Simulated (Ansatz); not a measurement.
Crystal: Cu.

```
Cu
1.0
     0.00000    1.80750    1.80750
     1.80750    0.00000    1.80750
     1.80750    1.80750    0.00000
Cu
1
Cartesian
  0.0000 0.0000 0.0000
```

A run of Ansatz 0.2.0 on this cell left the log below. Logs are shortened: lines on timing, memory, paths and dates and some standing lists are left out, and cuts for length are marked.

```text
Warning: RAYON_NUM_THREADS=1 ignored (pool sized by the plan → 1); use --threads N
The last accepted step is kept in <dir> (removed where the run ends without a failure and the disk answers)
LAPW: plane waves up to 9.112 Å⁻¹, error target 1.0e-3 eV per atom; small_component_spin mean_spin; Cu in spheres of 1.240 Å, 19 of its electrons in bands, Dirac shells [] (how accurate: hamiltonian.pseudopotentials.lapw.basis_error, Limitations)
Engine: ansatz 0.2.0, aarch64-unknown-linux-gnu
Pseudopotentials: kind: all_electron
Pseudopotential: Cu, LAPW, valence charge 19, lapw/all_electron/scalar/gaussian/Cu, Koelling and Harmon's equation, gaussian nucleus
Functional definition: RPBE
  parameter kappa = 0.804
  parameter beta = 0.06672455060314922
  exchange = rpbe_x(kappa = kappa, mu = beta*pi^2/3)
  correlation = pbe_c(beta = beta)
Crystal: 1 atoms, lattice volume = 11.810 Å³
Basis set: ecut = 316.34949366472887 eV, 169 PW (Γ), exchange–correlation at level 2
Bands: 14, of which v1, the nominal top of the filled ones, is band 10 counted from 1 (9 counted from 0)
Symmetry: 48 space group operations
Space group: Fm-3m (ITA 225), of the structure as read, at distance tolerance 2.3e-5 Å
k-points: 84 of 2197
Non-local potential: Cu, projectors of the file, none
Initial density: superposition of atomic densities (chi_scale 0.1, normalization cell)
Initial wavefunctions: plane waves of lowest kinetic energy (no species holds an atomic orbital)
Functional: x = rpbe, c = pbe(β = 0.06672455060314922)
iter 1 solved again at ethr=9.15e-4 eV; its pass at ethr=1.00e-1 eV (dr2=1.74e-1 eV) is discarded
SCF iter   1: F=—  HF=-45040.345010 eV  |F-HF|=—  |Δ(HF+E_count)|=         —  Δρ=5.43e-2  dr2=1.74e-1  ethr=9.15e-4  ⟨swp⟩=2.3  Hψ=8224  notcnv=0
preconditioner: auto → none  [metal: Δε(μ)=0.110 eV  Ē_g=15.906 eV  σ=0.050 eV  W_gap=0.44  n_scr=0 (ndim 8)  ℏωp=35.8 eV  f_vac=0.000  D(μ)=0.34/eV (n_scr^D=0)]
SCF iter   2: F=—  HF=-45041.136573 eV  |F-HF|=—  |Δ(HF+E_count)|=   7.92e-1  Δρ=3.25e-2  dr2=6.36e-2  ethr=9.15e-4  ⟨swp⟩=3.0  Hψ=3950  notcnv=0
iter 3 solved again at ethr=8.99e-7 eV; its pass at ethr=3.35e-4 eV (dr2=1.71e-4 eV) is discarded
SCF iter   3: F=—  HF=-45039.557877 eV  |F-HF|=—  |Δ(HF+E_count)|=    1.58e0  Δρ=1.61e-3  dr2=1.70e-4  ethr=8.99e-7  ⟨swp⟩=2.8  Hψ=6175  notcnv=0
SCF iter   4: F=—  HF=-45039.487082 eV  |F-HF|=—  |Δ(HF+E_count)|=   7.08e-2  Δρ=5.51e-3  dr2=1.74e-3  ethr=8.97e-7  ⟨swp⟩=3.0  Hψ=3874  notcnv=0
SCF iter   5: F=—  HF=-45039.480937 eV  |F-HF|=—  |Δ(HF+E_count)|=   6.15e-3  Δρ=8.81e-4  dr2=4.20e-5  ethr=8.97e-7  ⟨swp⟩=3.0  Hψ=3505  notcnv=0
[... 44 lines left out ...]
iter 2 solved again at ethr=1.00e-12 eV; its pass at ethr=2.33e-12 eV (dr2=9.51e-12 eV) is discarded
SCF iter   2: F=-45039.491847 eV  HF=-45039.491847 eV  |F-HF|=3.34e-9  |Δ(HF+E_count)|=   1.23e-8  Δρ=3.03e-7  dr2=9.51e-12  ethr=1.00e-12  ⟨swp⟩=2.0  Hψ=5595  notcnv=0
SCF 5 converged in 2 iterations: F = -45039.491847 eV  dr2 = 9.51e-12
relax step   5: F+E_penalty+E_count = -45039.49184690 eV  Δ(F+E_penalty+E_count) = -5.403e-7 eV  max|allowed force component| = 0.000e0 eV/Å  Δτ_max = 0.0000 Å  P = -0.003 GPa  Ω = 12.375 Å³  stress off target by 3.44e-3 GPa  SCF on the basis re-selected at this cell (its energy is not comparable with the rows above)  (2 SCF iters)
basis re-selected at this cell: Δ(F+E_penalty+E_count) = -5.403e-7 eV, ΔP = -0.000 GPa vs the last step (what re-selecting the basis moved, after the strain that the cell walked since its last selection, with what the two solves' SCF thresholds leave and, on support functions, any second-order correction that the steps lacked; it is no measure of the basis error at this ecutwfc). This SCF's stress stands 3.44e-3 GPa from its target on what of the cell is left free (relax.cell.stress_tol is 5.00e-2 GPa) and its largest allowed force component is 0.00e0 eV/Å (relax.f_tol is 1.00e-2 eV/Å): within both
SCF converged after 2 iterations
Free energy (F): -45039.491847 eV
Harris-Foulkes:  -45039.491847 eV  (|F-HF|=3.34e-9)
Internal energy: -45039.489078 eV  (E = F + TS)
E sigma→0 (E₀):  -45039.490462 eV
Entropy (-TS):   -0.002769 eV (-2.769 meV/atom)
Fermi energy:    15.951073 eV
--- Per-component energies (eV) ---
  E_band       = -376.419491
  E_kinetic    = 45813.665341
  E_xc         = -1845.803709
  E_electrostatic = -89007.350710  (all electrons and nuclei)
  E_smearing   = -0.002769  (= −TS)
  E_closure    = 0.000000  (closes the sum)
  E_atoms      = -45036.208904  (free atoms, spherical and without spin; not in F)
  Σ components = -45039.491847   (vs F -45039.491847, Δ=0.00e0)
  Basis errors (estimates in eV, not in F): energy 2.0e-4 per atom: plane waves 2.0e-4 (1.0e-4 summed), levels above the bands 1.1e-148, relativity 2.2e-8, radial functions 5.8e-6, core shells 1.9e-11; eigenvalues (radial functions only) 1.6e-6; not estimated: angular momenta, meshes, grids; target (lapw.basis_error) 1.0e-3; muffin-tin radii Cu 1.259 Å
--- Forces (eV/Å), atoms counted from 1 ---
  atom   1  Cu     0.00000000    -0.00000000     0.00000000
  max |Σ_I F_I| component: 2.67e-32 eV/Å
--- Stress (GPa, compression-positive) ---
       -0.003436       0.000000       0.000000
        0.000000      -0.003436       0.000000
        0.000000       0.000000      -0.003436
  P = ⅓ Tr σ = -0.0034 GPa (-0.034 kbar)
--- Relaxed structure (4 steps of the walk, 4 accepted, 1 SCFs on fresh bases) ---
  F+E_penalty+E_count = -45039.49184690 eV   max|allowed force component| = 0.000e0 eV/Å   (the final SCF, on the basis selected at the relaxed cell)
  cell:  # Å, volume = 12.3750 Å³
    - [-3.216453584027962e-34, 1.8358568651527565, 1.8358568651527565]
    - [1.8358568651527565, -9.728975987047395e-34, 1.8358568651527565]
    - [1.8358568651527565, 1.8358568651527565, 8.104826139824549e-34]
  atoms:
    - { symbol: Cu, position: [0.0, 0.0, 0.0] }
```

What input gives this log?

Relaxation of cell and atoms with RPBE, no spin polarisation. The files as run (others can give the same):

input.yaml
```yaml
crystal:
  lattice:
    - [0.0, 1.8075, 1.8075]
    - [1.8075, 0.0, 1.8075]
    - [1.8075, 1.8075, 0.0]
  atoms:
    - { symbol: Cu, position: [0.0, 0.0, 0.0] }
kpoints:
  mp_grid: { grid: [13, 13, 13] }
scf:
  occupations: { method: fermi_dirac, width: 0.05 }
hamiltonian:
  xc: rpbe
  pseudopotentials: { kind: all_electron, lapw: { basis_error: 0.001 } }
output:
  forces: true
  stress: true
relax:
  f_tol: 0.01
  max_steps: 60
  cell: {}
```

Potentials or basis: all-electron LAPW, scalar-relativistic.
The run is started by
```sh
$ ansatz run input.yaml --threads 1 --pin off --max-ram 3072MiB --backend cpu --events-out ev --progress --plain --runs-dir out
```
